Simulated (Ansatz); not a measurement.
A run of Ansatz 0.2.0:

input.yaml

```yaml
crystal:
  lattice:
    - [4.0031158814, 0.0, 0.0]
    - [-2.0015579407, 3.4668000476, 0.0]
    - [0.0, 0.0, 13.15670686]
  atoms:
    - { symbol: Ge, position: [0.3333333333, 0.6666666667, 0.15594157] }
    - { symbol: Ge, position: [0.6666666667, 0.3333333333, 0.84405843] }
    - { symbol: Ge, position: [0.6666666667, 0.3333333333, 0.65594157] }
    - { symbol: Ge, position: [0.3333333333, 0.6666666667, 0.34405843] }
    - { symbol: Ge, position: [0.0, 0.0, 0.09314884] }
    - { symbol: Ge, position: [0.0, 0.0, 0.90685116] }
    - { symbol: Ge, position: [0.0, 0.0, 0.59314884] }
    - { symbol: Ge, position: [0.0, 0.0, 0.40685116] }
hamiltonian:
  xc: lda
  pseudopotentials: { kind: paw }
kpoints:
  mp_grid: { grid: [8, 8, 2] }
  band_path:
    path:
      - [[0.0, 0.0, 0.0], [0.5, 0.0, 0.0], [0.3333333333, 0.3333333333, 0.0], [0.0, 0.0, 0.0], [0.0, 0.0, 0.5], [0.5, 0.0, 0.5], [0.3333333333, 0.3333333333, 0.5], [0.0, 0.0, 0.5]]
      - [[0.5, 0.0, 0.5], [0.5, 0.0, 0.0]]
      - [[0.3333333333, 0.3333333333, 0.0], [0.3333333333, 0.3333333333, 0.5]]
    npoints: 10
scf:
  occupations: { method: fermi_dirac, width: 0.05 }
  n_extra_bands: 20
output:
  forces: true
  stress: true
  eigenvalues: true
  fatbands: true
```

Potentials or basis: Ansatz PAW.

Run with:

```bash
$ ansatz run input.yaml --threads 4 --pin off --max-ram 11264MiB --backend cpu --events-out ev --progress --plain --runs-dir out
```

Hardware: 4 threads of Intel(R) Xeon(R) Processor @ 2.50GHz (Skylake/Cascade Lake), on a shared host.

Question: How long does it take, and how much memory?

Answer: Run time: 31 s on 4 threads of Intel(R) Xeon(R) Processor @ 2.50GHz (Skylake/Cascade Lake) (shared host), peak memory 0.95 GiB. Counts: scf iterations 7, plane waves 3583, k points 20, bands 76.
